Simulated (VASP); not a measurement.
**PbO: single point with r2SCAN**

PbO:

```
Pb O
1.0
     3.27634    0.00000    0.00000
     0.00000    3.27634    0.00000
     0.00000    0.00000    3.27634
Pb O
1 1
Direct
  0.00000 0.00000 0.00000
  0.50000 0.50000 0.50000
```

The cell was built by a generator and needn't be a form met in nature.

The cell isn't the ideal one: hydrostatic strain +3.0%.

| Quantity | Value |
| --- | --- |
| Program | VASP 6.6.1 |
| Task | single point |
| Functional | r2SCAN |
| Potentials or basis | VASP PAW PBE potentials, release 64 (Pb_d, O) |
| Cutoff | 520 eV |
| k mesh | 8 × 8 × 8 |
| Occupations | fermi-dirac, width 0.02 eV |
| Spin | no spin polarisation |

```yaml
Pressure: -7.7 GPa
Band_gap_on_the_k_mesh: 0.32 eV, direct
```

Levels at points of the mesh, in eV from the valence-band top:
```csv
k point,band 7,band 8,band 9,band 10,band 11,band 12,band 13,band 14
"(0.00, 0.00, 0.00)",-8.41,-1.43,-1.43,-1.43,8.54,8.54,8.54,10.27
"(0.50, 0.00, 0.00)",-8.80,-0.72,-0.72,0.00,0.32,7.88,7.88,11.97
"(0.50, 0.50, 0.00)",-6.06,-3.95,-3.95,-0.69,4.15,4.15,10.24,10.32
"(0.50, 0.50, 0.50)",-3.86,-1.88,-1.88,-1.88,1.23,1.23,1.23,13.69
```

Run time: 58 s on 1 thread of AMD EPYC 7R13 Processor (Zen 3), on a shared host, peak memory 0.13 GiB.

Caveat: the PAW data sets were made with another functional, which shifts forces and pressure a little; spin-orbit coupling is left out, which as a rule narrows the gap of such compounds by several tenths of an eV. A k mesh can miss the band edges.
